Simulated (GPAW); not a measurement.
The system is HfN.

```xyz
2
Lattice="0.0000 2.2560 2.2560 2.2560 0.0000 2.2560 2.2560 2.2560 0.0000" Properties=species:S:1:pos:R:3 pbc="T T T"
Hf    0.0000    0.0000    0.0000
N     2.2560    2.2560    2.2560
```

Base run:

| Item | Value |
| --- | --- |
| Program | GPAW 26.7.0 |
| Functional | PBE |
| Potentials or basis | GPAW PAW data sets (gpaw-data 1.2.1) |
| Cutoff | 600 eV |
| Basis | pw |
| k mesh | 8 × 8 × 8 |
| Occupations | fermi-dirac, width 0.05 eV |
| Spin | no spin polarisation |

Its results: band gap on the k mesh none (metal or under the smearing width); pressure 1.4 GPa.

Q: After a change of settings the same cell gave: band gap on the k mesh none (metal or under the smearing width); pressure 15.2 GPa. Which change was it?
A. hubbard terms from none to Hf d U = 3.5 eV
B. cutoff from 600 eV to 650 eV
C. functional from PBE to LDA; potentials or basis from GPAW PAW data sets (gpaw-data 1.2.1) to the program's PAW data sets (release 1.2.1) made for this functional; cutoff from 600 eV to 650 eV

A: A.

Caveats: the cutoff is short for stress and forces, so pressures can be off by a GPa or more; U without spin polarisation on a metal has little footing (some runs).
